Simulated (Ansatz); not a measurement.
# GaN under changes of volume

One of the cells (11.310 Å³/atom); the others are scaled copies at fixed shape and fractional positions:

```xyz
4
Lattice="3.1800 0.0000 0.0000 -1.5900 2.7540 0.0000 0.0000 0.0000 5.1660" Properties=species:S:1:pos:R:3 pbc="T T T"
Ga    1.5900    0.9180    2.5830
Ga    0.0000    1.8360    0.0000
N     1.5900    0.9180    4.5203
N     0.0000    1.8360    1.9373
```

| Quantity | Value |
| --- | --- |
| Program | Ansatz 0.2.0 |
| Functional | PBE |
| Potentials or basis | PseudoDojo standard (PBE files) |
| Cutoff | 1143 eV |
| Density cutoff | 4572 eV |
| k mesh | 10 × 10 × 5 |
| Occupations | fermi-dirac, width 0.05 eV |
| Spin | no spin polarisation |

```tsv
volume (Å³/atom)	energy over the lowest point (meV/atom)	pressure (GPa)	gap on the mesh (eV)	largest force (eV/Å)
10.632	71.12	21.9	2.43	0.156
10.858	?	?	?	?
11.084	23.97	11.8	2.15	0.143
11.310	10.38	7.5	2.01	0.137
11.537	2.58	3.6	1.87	0.132
11.763	0.00	0.1	1.74	0.127
11.989	2.12	-3.0	1.61	0.121
```

**Question.** What does the run at 10.858 Å³/atom give?

**Answer.** Energy over the lowest point 43.98 meV/atom; pressure 16.6 GPa; gap on the mesh 2.29 eV; largest force 0.149 eV/Å.

Worked out: A Birch-Murnaghan fit of order 3 (a polynomial in V^(-2/3)) to the other rows has its minimum at 11.77 Å³/atom with B0 = V·E''(V) = 172 GPa and B' = 4.4 at fixed shape and positions, which overstates the stiffness. It gives 43.97 meV/atom at 10.858 Å³/atom, against the run's 43.98, and -dE/dV = 16.6 GPa, against 16.6. A straight line through the other rows of the gap, of slope -6.84 eV per unit of ln V (its deformation potential), gives 2.29 eV, against the run's 2.29.

Energies are extrapolated to zero smearing.

Caveats: odd divisions of the mesh miss points on the zone boundary, where band edges often lie, so the gap on the mesh can be too wide.

Spin-orbit coupling on Ga is left out.
